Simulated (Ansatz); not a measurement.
## Phonons of CdTe (zincblende structure)

Level of theory: DFT, PBEsol, scalar-relativistic, no spin polarisation; plane waves to 420 eV with PAW datasets (Ansatz 0.2.0), Gaussian smearing of 0.05 eV. The datasets are Ansatz's generated set soft_2.

```cif
data_structure
_symmetry_space_group_name_H-M 'P 1'
_symmetry_Int_Tables_number 1
_cell_length_a 4.5885
_cell_length_b 4.5885
_cell_length_c 4.5885
_cell_angle_alpha 60.000
_cell_angle_beta 60.000
_cell_angle_gamma 60.000
_cell_volume 68.31
loop_
_atom_site_label
_atom_site_type_symbol
_atom_site_fract_x
_atom_site_fract_y
_atom_site_fract_z
_atom_site_occupancy
Cd1 Cd 0.00000 0.00000 0.00000 1
Te1 Te 0.25000 0.25000 0.25000 1
```

The compound is reported in the structure type of the start.

Force constants come from finite displacements in a 2×2×2 supercell (the unit cell's 6×6×6 k-mesh, folded to it); the long-range dipole term is included. Points in reciprocal vectors of this cell: Γ = (0.000, 0.000, 0.000), X = (-0.500, -0.500, 0.000), U = (-0.375, -0.375, 0.250), K = (-0.375, 0.000, 0.375), L = (0.000, 0.000, 0.500), W = (-0.500, -0.250, 0.250).

Frequencies at the named points (cm⁻¹, imaginary ones negative):
| point | ω (cm⁻¹) |
| --- | --- |
| Γ | 0 0 0 141 141 162 |
| X | 34 34 127 128 147 147 |
| U | 33 58 112 127 146 152 |
| K | 33 58 112 127 146 152 |
| L | 28 28 106 143 144 144 |
| W | 44 58 113 121 149 152 |

Problem. Is the structure dynamically stable along this path, and where does the spectrum end?

Solution. Yes: no branch is imaginary beyond numerical noise. The highest frequency is 162 cm⁻¹, at Γ. Points that don't fit the supercell are interpolated.

Problem. What does the harmonic approximation give for the vibrational free energy, entropy and heat capacity?

Solution. Zero-point energy 18.6 meV/atom.
```tsv
T (K)	F_vib (meV/atom)	S (J/K per mole of atoms)	C_V (J/K per mole of atoms)
100	7.5	22.8	20.5
200	-24.9	38.3	23.7
300	-70.0	48.0	24.4
400	-123.6	55.1	24.6
500	-183.6	60.6	24.7
600	-248.8	65.1	24.8
700	-318.3	68.9	24.8
800	-391.5	72.2	24.9
900	-468.0	75.2	24.9
1000	-547.3	77.8	24.9
```

The highest mode, 162 cm⁻¹, is worth 230 K. At 300 K the heat capacity has reached 98 % of the classical limit 3R = 24.9 J/K per mole of atoms, since all modes lie under k_BT.

Run time: 37 s on 4 threads of Intel(R) Xeon(R) Platinum 8488C (Sapphire Rapids) (shared host), peak memory 2.3 GiB.

For elements this heavy, spin–orbit coupling would shift levels and gaps; it isn't included here.
